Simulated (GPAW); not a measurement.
## PbO2 in GPAW: the effect of strain biaxial xy

The system is PbO2.

```xyz
3
Lattice="0.0000 2.5939 2.7020 2.5939 0.0000 2.7020 2.5939 2.5939 0.0000" Properties=species:S:1:pos:R:3 pbc="T T T"
Pb    0.0000    0.0000    0.0000
O     3.8909    3.8909    4.0530
O     1.2970    1.2970    1.3510
```

The cell comes from a database or a generator and needn't be the stable form of this composition.

Alike in all runs:

```yaml
Program: GPAW 26.7.0
Task: single point
Functional: PBEsol
Potentials_or_basis: PAW data sets generated in the run's folder for this functional
Cutoff: 800 eV
Basis: pw
k_mesh: 9 × 9 × 9
Occupations: fermi-dirac, width 0.05 eV
Spin: no spin polarisation
Maxiter: 150
```

```tsv
strain biaxial xy	pressure (GPa)
-0.04	5.3
-0.02	-1.6
-0.01	-4.5
0	-7.1
0.01	-9.4
0.02	?
0.04	-14.7
```

**Question.** What does the run with strain biaxial xy 0.02 give?

**Answer.** Pressure -11.4 GPa.

Worked out: A parabola through the other rows of the pressure, of slope -189 GPa per unit of strain biaxial xy there, gives -11.5 GPa, against the run's -11.4.

Caveats: the density grid can change from cell to cell, which puts small steps into energies and stress.
